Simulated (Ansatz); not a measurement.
## TlBr (CsCl type): the band gap by level of theory

All numbers come from Ansatz 0.2.0. (Simulation; no magnetic order is allowed.)

Structure: TlBr built on the CsCl prototype, at its r2SCAN minimum. The symmetry is Pm-3m (No. 221, cubic); a = 3.995 Å in the conventional setting, 31.88 Å³ an atom. Around Tl lie 8 Br at 3.46 Å; around Br lie 8 Tl at 3.46 Å.

```xyz
2
Lattice="3.9949 0.0000 0.0000 0.0000 3.9949 0.0000 0.0000 0.0000 3.9949" Properties=species:S:1:pos:R:3 pbc="T T T"
Tl    0.0000    0.0000    0.0000
Br    1.9975    1.9975    1.9975
```

Relaxed lattice by functional, symmetry kept:
```tsv
functional	k mesh	a (Å)	volume (Å³/atom)
PBE	8×8×8	4.052	33.27
r2SCAN	6×6×6	3.995	31.88
```

Band edges at fixed r2SCAN geometry:
```csv
level,k mesh,gap (eV),kind,edges,least direct gap (eV),rough cost
PBE,6×6×6,1.88,direct,X,1.88,2.9 core-seconds
PBE+SOC,6×6×6,1.29,indirect,X → R,1.67,9 core-seconds
r2SCAN,6×6×6,2.33,direct,X,2.33,4 core-seconds
HSE06,4×4×4,2.58,direct,X,2.58,40 core-seconds
PBE0,4×4×4,3.22,direct,X,3.22,40 core-seconds
"G0W0@PBE (190 empty bands, 120 eV, 4×4×4)",4×4×4,2.89,–,X (mesh),–,40 core-seconds
```
PBE: smearing of 0.02 eV; the others have fixed occupations.
Wave cutoffs: 420 eV, 500 eV (r2SCAN).
The G0W0 gap is PBE's gap over the path plus the quasiparticle shift read on the mesh. G0W0 here is at a finite number of bands, screening cutoff and k mesh, not at the basis limit.
Costs come from shared machines and give only the order; PBE's includes the band path.

The HSE06 gap is direct at X: 2.58 eV. Spin-orbit coupling changes the PBE gap by -0.59 eV, to 1.29 eV, and turns it indirect; at Γ the threefold valence level splits into a fourfold and a twofold level 0.55 eV apart, the fourfold one on top.

r2SCAN covers 63 % of the step from PBE to HSE06, while HSE06 needs about 10 times r2SCAN's cost (on a coarser mesh). Spin-orbit coupling moves the least or the direct gap by up to 0.59 eV, so it has to be included where a tenth of an eV counts. The levels disagree on the kind of gap: direct with PBE, r2SCAN, HSE06, PBE0; indirect with PBE+SOC.

r2SCAN (ground state on 6×6×6): ε∞: 5.45 in all directions. Born charges, averaged over directions: Tl +2.08, Br -2.08 e.

Only the levels marked +SOC include spin-orbit coupling.

The meshes of the hybrids are coarse, so their gaps aren't converged to the digits shown.

With a shallow d shell on the cation, G0W0 converges slowly in bands and cutoff, so these values are in doubt.
